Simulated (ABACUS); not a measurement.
# W (Im-3m) in ABACUS: equation of state, part 2 of 2

ABACUS 3.10.1.

### 3 Equation of state, PBEsol, 15.21 Å³/atom (volume scaled by 0.96)

INPUT reads:

```
INPUT_PARAMETERS
suffix              W
calculation         scf
basis_type          pw
pseudo_dir          ./
symmetry            1
dft_functional      pbesol
ecutwfc             74
pseudo_rcut         7
nspin               1
nbands              11
ks_solver           dav
smearing_method     fd
smearing_sigma      0.00367493
scf_thr             1e-08
scf_nmax            100
mixing_type         broyden
mixing_beta         0.7
cal_force           1
cal_stress          1
kpar                4
```

STRU reads:

```
ATOMIC_SPECIES
W 183.8400 W.upf

LATTICE_CONSTANT
1.8897261246

LATTICE_VECTORS
-1.5609593379 1.5609593379 1.5609593379
1.5609593379 -1.5609593379 1.5609593379
1.5609593379 1.5609593379 -1.5609593379

ATOMIC_POSITIONS
Direct

W
0.0
1
0.0000000000 0.0000000000 0.0000000000 1 1 1
```

KPT reads:

```
K_POINTS
0
Gamma
12 12 12 0 0 0
```

Potentials or basis: PseudoDojo NC SR 0.4.1 PBEsol standard, plane waves.

Command:

```
$ OMP_NUM_THREADS=1 mpirun -np 4 abacus > log
```

Run time: 2 s. Hardware: 4 MPI ranks of Intel Xeon 6975P-C (Granite Rapids), shared host; peak memory 0.24 GiB.

Results (log left out):

```yaml
Free_energy: -2063.4653 eV
Pressure: 10.8 GPa
Band_gap_on_the_k_mesh: none (metal or under the smearing width)
```

### 4 Equation of state, PBEsol, 15.53 Å³/atom (volume scaled by 0.98)

INPUT is that of step 3.

STRU reads:

```
ATOMIC_SPECIES
W 183.8400 W.upf

LATTICE_CONSTANT
1.8897261246

LATTICE_VECTORS
-1.5717249149 1.5717249149 1.5717249149
1.5717249149 -1.5717249149 1.5717249149
1.5717249149 1.5717249149 -1.5717249149

ATOMIC_POSITIONS
Direct

W
0.0
1
0.0000000000 0.0000000000 0.0000000000 1 1 1
```

KPT is that of step 3.

Potentials or basis: PseudoDojo NC SR 0.4.1 PBEsol standard, plane waves.

Command:

```
$ OMP_NUM_THREADS=1 mpirun -np 4 abacus > log
```

running log:

```text
ABACUS v3.10.1

               Atomic-orbital Based Ab-initio Computation at UStc

 ------------------------------------------------------------------------------------

 READING GENERAL INFORMATION
                           global_out_dir = OUT.W/
                           global_in_card = INPUT
                               pseudo_dir = ./
                              orbital_dir =
                                    DSIZE = 4
                                    GSIZE = 1

 READING UNITCELL INFORMATION
                                    ntype = 1
                  lattice constant (Bohr) = 1.88973
              lattice constant (Angstrom) = 1

 READING ATOM TYPE 1
[... 320 lines left out ...]
      10        25.1711    5.34050e-24
      11        37.4517        0.00000
[... 53 lines left out ...]
 6/18 kpoint (Cartesian) = 0.13255 -0.13255 0.0000 (1114 pws)
       1       -51.0999      0.0138889
       2       -16.0567      0.0138889
       3       -15.1785      0.0138889
       4       -14.7680      0.0138889
       5        16.5096      0.0138889
       6        19.3511      0.0138889
       7        22.7443      0.0117611
       8        25.1835    4.99768e-23
       9        25.9499    1.10236e-29
      10        28.3195    2.88230e-50
      11        34.9377        0.00000

[... levels at 12 further k points ...]

------------------------------------------------------------------------------------------
 TOTAL-FORCE (eV/Angstrom)
------------------------------------------------------------------------------------------
                        W1         0.0000000000         0.0000000000         0.0000000000
------------------------------------------------------------------------------------------

----------------------------------------------------------------
 TOTAL-STRESS (KBAR)
----------------------------------------------------------------
        36.6637115598        -0.0000000000        -0.0000000000
        -0.0000000000        36.6637115598         0.0000000000
         0.0000000000         0.0000000000        36.6637115598
----------------------------------------------------------------
 TOTAL-PRESSURE: 36.663712 KBAR

 --------------------------------------------
 !FINAL_ETOT_IS -2063.4795229593391923 eV
 --------------------------------------------
```

stdout:

```text
ABACUS v3.10.1

               Atomic-orbital Based Ab-initio Computation at UStc

%%%%%%%%%%%%%%%%%%%%%%%%%%%%%%%%%%%%%%%%%%%%%%%%%%%%%%%%%%%%%%%%%%%%%%%%%%%%%%%%%%%%%%%%%%%%%%%%%%%%%%%%%
 Warning: the number of valence electrons in pseudopotential > 6 for W: [Xe] 4f14 5d4 6s2
[... 31 lines left out ...]
 TOTAL-STRESS (KBAR)
----------------------------------------------------------------
        36.6637115598        -0.0000000000        -0.0000000000
        -0.0000000000        36.6637115598         0.0000000000
         0.0000000000         0.0000000000        36.6637115598
----------------------------------------------------------------
 TOTAL-PRESSURE: 36.663712 KBAR
```

It took 3 s on 4 MPI ranks of Intel Xeon 6975P-C (Granite Rapids), shared host; peak memory 0.24 GiB.

What came out:

| Quantity | Value |
| --- | --- |
| Free energy | -2063.4795 eV |
| Pressure | 3.7 GPa |
| Band gap on the k mesh | none (metal or under the smearing width) |

### 5 Equation of state, PBEsol, 15.85 Å³/atom

INPUT is that of step 4.

STRU reads:

```
ATOMIC_SPECIES
W 183.8400 W.upf

LATTICE_CONSTANT
1.8897261246

LATTICE_VECTORS
-1.5823450000 1.5823450000 1.5823450000
1.5823450000 -1.5823450000 1.5823450000
1.5823450000 1.5823450000 -1.5823450000

ATOMIC_POSITIONS
Direct

W
0.0
1
0.0000000000 0.0000000000 0.0000000000 1 1 1
```

KPT is that of step 4.

Command:

```
$ OMP_NUM_THREADS=1 mpirun -np 4 abacus > log
```

Run time: 2.8 s. Hardware: 4 MPI ranks of Intel Xeon 6975P-C (Granite Rapids), shared host; peak memory 0.24 GiB.

The run converged. Its results:

```
Free energy            : -2063.4804 eV
Pressure               : -2.8 GPa
Band gap on the k mesh : none (metal or under the smearing width)
```

### 6 Equation of state, PBEsol, 16.16 Å³/atom (volume scaled by 1.02)

INPUT is that of step 5.

STRU reads:

```
ATOMIC_SPECIES
W 183.8400 W.upf

LATTICE_CONSTANT
1.8897261246

LATTICE_VECTORS
-1.5928244114 1.5928244114 1.5928244114
1.5928244114 -1.5928244114 1.5928244114
1.5928244114 1.5928244114 -1.5928244114

ATOMIC_POSITIONS
Direct

W
0.0
1
0.0000000000 0.0000000000 0.0000000000 1 1 1
```

KPT is that of step 5.

Potentials or basis: PseudoDojo NC SR 0.4.1 PBEsol standard, plane waves.

Command:

```
$ OMP_NUM_THREADS=1 mpirun -np 4 abacus > log
```

It took 2.9 s on 4 MPI ranks of Intel Xeon 6975P-C (Granite Rapids), shared host; peak memory 0.24 GiB.

Results (log left out):

```yaml
Free_energy: -2063.4691 eV
Pressure: -8.6 GPa
Band_gap_on_the_k_mesh: none (metal or under the smearing width)
```

### 7 Equation of state, PBEsol, 16.48 Å³/atom (volume scaled by 1.04)

INPUT is that of step 6.

STRU reads:

```
ATOMIC_SPECIES
W 183.8400 W.upf

LATTICE_CONSTANT
1.8897261246

LATTICE_VECTORS
-1.6031677168 1.6031677168 1.6031677168
1.6031677168 -1.6031677168 1.6031677168
1.6031677168 1.6031677168 -1.6031677168

ATOMIC_POSITIONS
Direct

W
0.0
1
0.0000000000 0.0000000000 0.0000000000 1 1 1
```

KPT is that of step 6.

Command:

```
$ OMP_NUM_THREADS=1 mpirun -np 4 abacus > log
```

Run time: 2.8 s. Hardware: 4 MPI ranks of Intel Xeon 6975P-C (Granite Rapids), shared host; peak memory 0.24 GiB.

The run converged. Its results:

| Property | Result |
| --- | --- |
| Free energy | -2063.4468 eV |
| Pressure | -13.9 GPa |
| Band gap on the k mesh | none (metal or under the smearing width) |

### 8 Equation of state, PBEsol, 16.80 Å³/atom (volume scaled by 1.06)

INPUT is that of step 7.

STRU reads:

```
ATOMIC_SPECIES
W 183.8400 W.upf

LATTICE_CONSTANT
1.8897261246

LATTICE_VECTORS
-1.6133792515 1.6133792515 1.6133792515
1.6133792515 -1.6133792515 1.6133792515
1.6133792515 1.6133792515 -1.6133792515

ATOMIC_POSITIONS
Direct

W
0.0
1
0.0000000000 0.0000000000 0.0000000000 1 1 1
```

KPT is that of step 7.

Command:

```
$ OMP_NUM_THREADS=1 mpirun -np 4 abacus > log
```

Run time: 3.1 s. Hardware: 4 MPI ranks of Intel Xeon 6975P-C (Granite Rapids), shared host; peak memory 0.24 GiB.

It converged, with:

| Item | Value |
| --- | --- |
| Free energy | -2063.4145 eV |
| Pressure | -18.7 GPa |
| Band gap on the k mesh | none (metal or under the smearing width) |

### 9 Equation of state, PBEsol

Potentials or basis: PseudoDojo NC SR 0.4.1 PBEsol standard, plane waves.

This step only gathers the single runs of the series.

Results:

- Equilibrium volume: 15.71 Å³/atom
- Bulk modulus: 317 GPa
- Pressure derivative of the bulk modulus: 3.8

Energy against volume, from the lowest point:
```csv
volume (Å³/atom),energy (meV/atom)
14.897,44.09
15.214,15.11
15.531,0.86
15.848,0.00
16.165,11.27
16.482,33.56
16.798,65.85
```

The run has no spin-orbit coupling, so splittings on W are missing.
